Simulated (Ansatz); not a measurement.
Input for Ansatz (plane-wave DFT, PAW):

```yaml
crystal:
  lattice:
    - [3.6210708598, 0.0, 0.0]
    - [0.0, 3.6210708598, 0.0]
    - [0.0, 0.0, 5.2824584839]
  atoms:
    - { symbol: Zr, position: [0.0, 0.0, 0.0] }
    - { symbol: Zr, position: [0.5, 0.5, 0.5] }
    - { symbol: O, position: [0.0, 0.5, 0.1927881315] }
    - { symbol: O, position: [0.0, 0.5, 0.6927881315] }
    - { symbol: O, position: [0.5, 0.0, 0.3072118685] }
    - { symbol: O, position: [0.5, 0.0, 0.8072118685] }
basis:
  ecutwfc: 500
kpoints:
  mp_grid: { grid: [6, 6, 6] }
  band_path: { path: [VBM, CBM], npoints: 2 }
hamiltonian:
  xc: r2scan
scf:
  occupations: { method: gaussian, width: 0.02 }
output:
  forces: false
  stress: false
  eigenvalues: true
checkpoint:
  read: start.run
  write: ck
  compress: false
  write_wavefunctions: false
  write_every: 100000
```

Run as
```bash
ansatz run input.yaml --threads 2 --pin off --max-ram 5120MiB --backend cpu --events-out ev --progress --plain --runs-dir out
```

The calculation used DFT r2SCAN, scalar-relativistic, plane waves, PAW (Ansatz).

Abridged output:

```
Pseudopotentials: kind: paw
Pseudopotential: Zr, paw, valence charge 12, recommended cutoff 500 eV (meta_gga)
Pseudopotential: O, paw, valence charge 6, recommended cutoff 500 eV (meta_gga)
Functional definition: r2SCAN
Crystal: 6 atoms, lattice volume = 69.264 Å³
Basis set: ecut = 500 eV, 1795 PW (Γ), exchange–correlation on 108×108×160 points (64 copies of the dense FFT grid, shifted against one another)
Bands: 30, of which v1, the nominal top of the filled ones, is band 24 counted from 1 (23 counted from 0)
Symmetry: 16 space group operations
Space group: P42/nmc (ITA 137), of the structure as read, at distance tolerance 4.1e-5 Å
k-points: 40 of 216
Initial density: read from a saved state, or passed on in memory by an earlier SCF of this step, an earlier step, the calling program or the single point that the run made first
Stability of the state it starts from, as read at its close in the unpolarized treatment: not read negative (Ritz values of 1 − χ₀K, real part plus size of imaginary part, from 0.92 to 1.2, by its mixing steps under the symmetry group of the SCF that read it)
Initial wavefunctions: pseudopotential atomic-orbital guess
Functional: x = r2scan, c = r2scan; τ floored in thin density (d = 2e-4 eV/Å³)
SCF iter   1: F=—  HF=-10676.278703 eV  |F-HF|=—  |Δ(HF+E_count)|=         —  Δρ=7.27e-6  dr2=4.15e-8  dr2_τ=9.31e-10  ethr=9.39e-9  ⟨swp⟩=3.4  Hψ=8752  notcnv=0
SCF iter   2: F=-10676.278703 eV  HF=-10676.278703 eV  |F-HF|=5.04e-10  |Δ(HF+E_count)|=   9.08e-9  Δρ=2.61e-6  dr2=1.97e-9  dr2_τ=1.80e-9  ethr=8.64e-11  ⟨swp⟩=4.7  Hψ=3290  notcnv=0
SCF 1 converged in 2 iterations: F = -10676.278703 eV  dr2 = 1.97e-9
SCF converged after 2 iterations
Free energy (F): -10676.278703 eV
Harris-Foulkes:  -10676.278703 eV  (|F-HF|=5.04e-10)
Internal energy: -10676.278703 eV  (E = F + TS)
E sigma→0 (E₀):  -10676.278703 eV
Fermi energy:    12.672995 eV
--- Per-component energies (eV) ---
  E_band       = -202.407680
  E_kinetic    = 1375.002199
  E_local      = -2391.080765  (includes V_loc(G=0)·N_el)
  E_nonlocal   = 339.235618
  E_hartree    = 789.596009
  E_xc         = -610.069166
  E_vxc        = -851.278831  (∫ρ·V_xc dr)
  E_paw        = -6578.899778  (= ΣΔE_a)
  E_vpaw       = -305.347250  (= ΣTr[D̂ρ^β])
  E_aug_tail   = 0.004154  (compensation charges beyond the density's cutoff)
  E_vtau       = 51.864867  (kinetic-family band-sum trace: ∫τ·v_τ [+ j·A + Jᵃ·Aᵃ] dr)
  E_ewald      = -3599.609728
  E_core_change = -0.457247  (= ΣΔE_core)
  E_smearing   =  0.000000  (= −TS)
--- Band table (eV; the first three rows and the last of 40) ---
  k-point 0: bands = ["-38.5600", "-38.5131", "-16.3755", "-15.8415", "-15.8415", "-15.7675", "-15.7113", "-15.7113", "-8.0011", "-6.8495", "-6.2883", "-6.0282", "5.7003", "5.8461", "6.0425", "6.0425", "8.0311", "8.0311", "9.0458", "9.0458", "9.5653", "10.2177", "10.2935", "10.2935", "14.9695", "15.4703", "16.0847", "16.3366", "17.4995", "17.8008"]
  k-point 1: bands = ["-38.5568", "-38.5162", "-16.3392", "-15.8329", "-15.8329", "-15.8136", "-15.7200", "-15.7200", "-7.8928", "-6.7980", "-6.4205", "-6.0803", "5.8934", "6.1001", "6.1163", "6.1163", "7.7252", "7.7252", "9.2054", "9.3007", "9.3007", "9.8223", "10.3121", "10.3121", "15.0340", "15.5790", "15.9971", "16.3152", "17.8131", "18.1903"]
  k-point 2: bands = ["-38.5482", "-38.5248", "-16.2375", "-15.9351", "-15.8094", "-15.8094", "-15.7439", "-15.7439", "-7.5957", "-6.7551", "-6.6540", "-6.2355", "6.3318", "6.3318", "6.4669", "6.7884", "7.2129", "7.2129", "8.3395", "8.8774", "9.6432", "9.6432", "10.3496", "10.3496", "15.2162", "15.7693", "15.8514", "16.2839", "18.5252", "19.0335"]
  k-point 39: bands = ["-38.5038", "-38.5038", "-16.2257", "-16.2257", "-16.2257", "-16.2257", "-15.8731", "-15.8731", "-6.2988", "-6.2988", "-6.2988", "-6.2988", "6.2326", "6.2326", "6.6343", "6.6343", "8.6421", "8.6421", "8.6421", "8.6421", "8.8696", "8.8696", "10.2761", "10.2761", "15.9898", "15.9898", "16.6249", "16.6249", "17.1891", "17.1891"]
```

The run converged.

The run took 13 s on 2 threads of Arm Neoverse V2, with other jobs on the host, peak memory 0.46 GiB.

The run starts from the saved density of an earlier one, so iterations and time are fewer than from atoms.